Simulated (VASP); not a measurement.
VASP 6.6.1 run: CdSe

INCAR

```
LREAL = .TRUE.
EDIFF = 1E-7
NELM = 120
LCHARG = .FALSE.
SIGMA = 0.02
ISIF = 2
LWAVE = .FALSE.
LASPH = .TRUE.
NBANDS = 16
NSW = 0
GGA = PE
ISMEAR = -1
ENCUT = 520
IBRION = -1
PREC = Accurate
```

KPOINTS

```
KPOINTS created by Atomic Simulation Environment
0
Monkhorst-Pack
8 8 8
0 0 0
```

POSCAR

```
Cd Se
 1.0000000000000000
     0.0000000000000000    2.9450697267999999    2.9450697267999999
     2.9450697267999999    0.0000000000000000    2.9450697267999999
     2.9450697267999999    2.9450697267999999    0.0000000000000000
 Cd  Se
   1   1
Cartesian
  0.0000000000000000  0.0000000000000000  0.0000000000000000
  1.4725348633999999  1.4725348633999999  1.4725348633999999
```

The recommended PBE PAW datasets give the neutral cell 18 valence electrons.

Command

```
mpirun -np 1 vasp_std
```

Task: Predict the outcome of this run.

Result: It converged. Results: gap between bands v and c on the k mesh 1.27 eV; least direct gap on the k mesh 1.27 eV; pressure 10.2 GPa. Band v is the last that the valence electrons fill when counted band by band, and c is the next.

OSZICAR

```
N       E                     dE             d eps       ncg     rms          rms(c)
DAV:   1     0.108595087150E+03    0.10860E+03   -0.89609E+03  1976   0.102E+03
DAV:   2    -0.177083552046E+01   -0.11037E+03   -0.10476E+03  2320   0.252E+02
DAV:   3    -0.560834420094E+01   -0.38375E+01   -0.38323E+01  2368   0.491E+01
DAV:   4    -0.562270662423E+01   -0.14362E-01   -0.14362E-01  2352   0.300E+00
DAV:   5    -0.562279284690E+01   -0.86223E-04   -0.86222E-04  2376   0.203E-01    0.774E+00
DAV:   6    -0.527884096762E+01    0.34395E+00   -0.50572E-01  2936   0.944E+00    0.588E+00
DAV:   7    -0.525392474750E+01    0.24916E-01   -0.17002E-01  2344   0.281E+00    0.232E+00
DAV:   8    -0.525463230299E+01   -0.70756E-03   -0.17421E-02  2168   0.169E+00    0.279E-01
DAV:   9    -0.525470855236E+01   -0.76249E-04   -0.16783E-03  2344   0.574E-01    0.572E-02
DAV:  10    -0.525477250006E+01   -0.63948E-04   -0.17093E-04  2504   0.171E-01    0.404E-02
DAV:  11    -0.525481232011E+01   -0.39820E-04   -0.64936E-05  2256   0.516E-02    0.129E-02
DAV:  12    -0.525481261741E+01   -0.29729E-06   -0.20706E-06  2352   0.203E-02    0.505E-03
DAV:  13    -0.525481283750E+01   -0.22009E-06   -0.11479E-06  2352   0.104E-02    0.126E-03
DAV:  14    -0.525481289182E+01   -0.54320E-07   -0.37041E-08  1832   0.140E-03
   1 F= -.52548129E+01 E0= -.52548129E+01  d E =-.132652E-11
```

These settings aren't sound, so the numbers aren't properties of the crystal. The shifted mesh misses Γ, so a band edge there is missed.

On sound settings PBE gives a gap of 0.81 eV on its mesh and a pressure of 10.2 GPa for the intended cell.
